The density cutoff of a plane-wave calculation is the highest kinetic energy, in eV, of the waves that describe the electron density. Here it was raised through seven values for one fixed cell of hexagonal tantalum nitride, treated with the local density approximation (LDA). The column "energy less tightest" gives how far the energy per atom lies above that of the run with the highest cutoff. The purpose of such a sweep is to find the cheapest setting that is still accurate enough, and the table shows several ways in which its verdict can mislead.

SIRIUS 7.10.0, plane-wave DFT with the LDA functional and GBRV 1.5 ultrasoft pseudopotentials, for hexagonal TaN (P-6m2, 2 atoms) in a fixed cell, without spin polarisation. Wave cutoff 557.289 eV, 10×10×9 k mesh, Gaussian smearing of 0.05 eV. The sweep value is the density cutoff in eV; free energies and forces are compared with those at its highest value.

```csv
sweep value,energy less tightest (meV/atom),pressure (GPa),gap (eV),force miss (eV/Å)
2666.7,0.120,-12.944,0.000,0.000
3483.1,0.060,-12.940,0.000,0.000
4408.2,0.050,-12.939,0.000,0.000
5442.3,0.020,-12.938,0.000,0.000
7197.4,0.000,-12.938,0.000,0.000
9197.4,0.000,-12.938,0.000,0.000
12245.1,0.000,-12.938,0.000,0.000
```

**The first row.** At 2666.7 eV the energy is only 0.12 meV/atom above the tightest run, and the pressure differs by 0.006 GPa. With bounds of 1 meV/atom and 0.1 GPa, the search therefore names this row as the cheapest sufficient value. Yet it is also the lowest value tried, and no row breaks either bound. A threshold has been located only when one row fails and the next one passes; here the search has returned the edge of its own range.

Much of the reason why even the first row passes lies in how a density is built from orbitals. A standing wave on a string is the simplest case: the square of $\cos kx$ is $\tfrac12(1+\cos 2kx)$, so the squared wave contains twice the original wave number $k$. Kinetic energy grows as $k^2$, so a density made from orbitals with a wave cutoff $E_\mathrm{w}$ reaches up to

$$E_\mathrm{full}=4E_\mathrm{w}.$$

For the wave cutoff used here this is 2229 eV, and the first row already lies a fifth above it.

The string picture holds for the smooth part of the density, which is a sum of products of plane waves. It doesn't cover the compact charge that ultrasoft pseudopotentials add back near each nucleus, nor the exchange-correlation energy, which depends on the density in a non-linear way. Both can contain sharper features than products of orbitals do. By this argument they cause the small changes that remain in the table, although the sweep doesn't separate the two. That the first row passes therefore depends on the pseudopotentials as well: their added charge seems to be smooth enough for that cutoff. In a similar case, four times the wave cutoff is the least value that is sure to keep the whole smooth density, and the sharper added charge can require more.

**The middle rows.** From 3483.1 to 5442.3 eV the energy keeps falling, but unevenly. The step to 4408.2 eV lowers it by 0.015 meV/atom, while 0.049 meV/atom still remains to the tightest run. A user who compared only these two neighbouring runs, and took their difference as the error, would have been too optimistic by a factor of three. At this size the mistake is harmless, but the habit behind it is risky, because a small step shows that the energy changes slowly and not that it has arrived.

**The last rows.** From 7197.4 eV on, the printed energy difference is zero. In the last row it is zero by construction, since that run is the reference; in the two before it, a remaining difference of at most 0.005 meV/atom was lost when the column was rounded to hundredths. Taking differences has a further consequence, which matters more than the digits. Any error that all seven runs share drops out of them, however large it is. A column of absolute values, such as the pressure, can still give a hint of it.

**Down the pressure column.** The pressure stays close to −12.94 GPa from top to bottom. That is about two thousand times its largest change in the sweep, so the density cutoff can't be the source. The negative sign means that the cell is under tension and would shrink if it were allowed to relax. The column is thus excellently converged with respect to one setting, and at the same time it reports that the cell is not at the equilibrium size of this calculation.

How much this matters can be estimated by treating the crystal as an elastic body with a bulk modulus $B$ of roughly 400 GPa, a recalled value. A pressure $P$ is then relieved by a relative change of volume $P/B$, which is $-12.94/400$, or about −3 %. Each cell edge would shrink by a third of that, about 1 %. The energy released per atom, with $V$ the volume per atom, is

$$\Delta E=\frac{P^2V}{2B}\approx\frac{(12.94\ \text{GPa})^2\times10.78\ \text{Å}^3}{2\times400\ \text{GPa}}\approx14\ \text{meV},$$

where 1 eV/Å³ is about 160 GPa.

This is about a hundred times the largest energy difference in the sweep. The estimate takes the stiffness as constant and equal in all directions, which a hexagonal crystal doesn't strictly obey, so only its order of magnitude should be used. For practical work the comparison sets the priority: a finer density cutoff would gain a tenth of a meV, whereas the choice of cell shifts the energy by something like ten.

The likeliest origin of the tension is the functional. LDA usually binds atoms somewhat too strongly and gives cell edges that are short by about a per cent, so a cell of realistic size appears stretched to it. A limited wave cutoff can add to the same sign: when a cell expands with a fixed set of plane waves, the waves become longer and describe the orbitals less well, which raises the energy and looks like a pull inwards. The wave cutoff was the same in every run, so the sweep can't tell how much of the tension comes from each. Repeating the pressure at a higher wave cutoff would separate them.

**Down the force column.** The "force miss", the deviation of the forces from those of the tightest run, is zero in every row. It looks like the best result in the table, but it carries no information about accuracy. Each atom sits on a threefold axis, which cancels any sideways force, and in a mirror plane across that axis, which cancels any force along it. The forces vanish at a poor cutoff just as they do at a good one. A real test needs a structure whose symmetry allows a force, for instance this one with an atom moved off its site, so that there is something to get wrong.

Output of the analysis:

```
Density cutoff and what it changes:
      row  cutoff over wave cutoff  energy above tightest (meV/atom)  fall from previous row (meV/atom)  pressure less tightest (GPa)
   2666.7                    4.785                            0.1173                                n/a                        -0.006
   3483.1                     6.25                           0.06489                            0.05238                        -0.002
   4408.2                     7.91                           0.04942                            0.01546                        -0.001
   5442.3                    9.766                            0.0205                            0.02892                             0
   7197.4                    12.92                          0.004715                            0.01579                             0
   9197.4                     16.5                         0.0006109                           0.004104                             0
  12245.1                    21.97                                 0                          0.0006109                             0
Four times the wave cutoff (eV): 2229
Lowest density cutoff tried over four times the wave cutoff: 1.196
Rows that break the 1 meV/atom bound: 0
Rows that break the 0.1 GPa bound: 0
Energy bound of 1 meV/atom over the largest energy error: 8.527
Pressure bound of 0.1 GPa over the largest pressure change: 16.67
Pressure of the tightest run (GPa): -12.94
Largest pressure change in the sweep (GPa): 0.006
Size of the pressure over its largest change: 2156
Rough contraction of the cell edges that would relieve the tension (percent): 1.078
Rough energy released by that contraction (meV/atom): 14.08
That energy over the largest energy error in the sweep: 120.1
```
